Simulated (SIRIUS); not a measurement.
Runs of SIRIUS 7.12.0 on Rh. The structure is cubic, space group Fm-3m (No. 225). The conventional cell has a = 3.796 Å, b = 3.796 Å, c = 3.796 Å, α = 90.00°, β = 90.00°, γ = 90.00°. Rh (site symmetry m-3m) is surrounded by 12 Rh at 2.68 Å. 

```tsv
task	level	potentials or basis	spin	cutoff (eV)	smearing	muffin tin radii	basis cutoff (gk_cutoff)	valence relativity	local orbitals (radial functions)	reference energy of the basis	V0 of scaled cells (Å³/atom)	B0 (GPa)
equation of state	PBE+D3	all-electron FP-LAPW, apw+lo standard	off	177	fermi-dirac 0.05 eV	Rh 2.44 bohr	3.61 1/bohr	iora	-	-	13.60	284
equation of state	PBE	all-electron FP-LAPW, apw+lo standard	off	177	fermi-dirac 0.05 eV	Rh 2.44 bohr	3.61 1/bohr	iora	-	-	14.02	(b)
equation of state	PBE+D3(BJ)	all-electron FP-LAPW, apw+lo standard	off	177	fermi-dirac 0.05 eV	Rh 2.44 bohr	3.61 1/bohr	iora	-	-	13.62	284
equation of state	LDA	all-electron FP-LAPW, apw+lo standard	off	177	fermi-dirac 0.05 eV	Rh 2.44 bohr	3.61 1/bohr	iora	Rh 13	-	13.20	326
equation of state	PBE+D4	all-electron FP-LAPW, apw+lo standard	off	177	fermi-dirac 0.05 eV	Rh 2.44 bohr	3.61 1/bohr	iora	-	-	13.56	(a)
```

Alike in all rows: cell as given; k mesh 12 × 12 × 12.

**Question.** Estimate the missing entries.

**Answer.** (a) 290; (b) 254.

Not every run made on this cell is shown here.
